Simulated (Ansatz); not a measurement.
# BN: the cost of one run

Program: Ansatz 0.2.0, driven from Python. Level of theory: DFT PBEsol, plane waves, PAW. These are calculated values, not measurements.

## 1. The structure

It takes space group Fmm2 (No. 42, orthorhombic). Conventional cell: a = 2.503 Å, b = 6.991 Å, c = 4.332 Å, α = 90.00°, β = 90.00°, γ = 90.00°. B (site symmetry mm2) has 3 N at 1.44 Å as nearest neighbours. N (site symmetry mm2) has 3 B at 1.44 Å as nearest neighbours.

bn.cif, read by the script:

```cif
data_BN
_cell_length_a 4.112078
_cell_length_b 2.501706
_cell_length_c 3.712656
_cell_angle_alpha 80.28963
_cell_angle_beta 36.84582
_cell_angle_gamma 62.86455
_symmetry_space_group_name_H-M 'P 1'
_symmetry_Int_Tables_number 1
loop_
_symmetry_equiv_pos_as_xyz
'x, y, z'
loop_
_atom_site_label
_atom_site_type_symbol
_atom_site_fract_x
_atom_site_fract_y
_atom_site_fract_z
B1 B    0.000049    0.000049    0.999951
N2 N    0.666651    0.666651    0.333349
```

## 2. Script

bn.py reads:

```python
# -*- coding: utf-8 -*-
'''k-point test for BN.'''

import ansatz as az
from ase.io import read
import pandas as pd

atoms = read('bn.cif')
structure = az.Crystal.from_ase(atoms)

calc = structure.calculation().occupations('Fixed').functional('pbesol')

rows = []
for value in [(4, 4, 4), (6, 6, 6), (8, 8, 8), (12, 12, 12), (14, 14, 14)]:
    rep = calc.kpoints(mesh=value).run().report
    rows.append((value, rep['free_energy_ev'] / len(rep['lattice']['sites']), rep['n_iterations'], rep['n_kpoints']))

table = pd.DataFrame(rows, columns=['mesh', 'F/atom (eV)', 'iterations', 'k-points'])
print(table.round(5).to_string(index=False))

# differences from the last row
for row in rows[:-1]:
    shift = 1000 * (row[1] - rows[-1][1])
    print(f'{row[0]}: {shift:+.2f} meV/atom' + ('  (within 5 meV)' if abs(shift) < 5 else ''))
```

## 3. The calls as engine input

The package turns the script's settings into the engine's input (first run):

```yaml
crystal:
  lattice:
    - [4.112078, 0.0, 0.0]
    - [1.141017128553605, 2.2263451715273814, 0.0]
    - [2.971060648720964, -0.8190325535653185, 2.070217107493327]
  atoms:
    - { symbol: B, position: [4.8999999999976966e-05, 4.900000000000403e-05, 0.999951] }
    - { symbol: "N", position: [0.6666510000000001, 0.6666509999999999, 0.333349] }
kpoints:
  mp_grid:
    grid: [4, 4, 4]
hamiltonian:
  xc: pbesol
scf:
  occupations:
    method: fixed
```

## 4. Launch

On the command line:

```
$ python bn.py
```

**Question.** How long does this script take on 1 thread of Arm Neoverse V1, shared host, and how much memory does it need?

About 13 s, with a peak of 0.5 GiB.
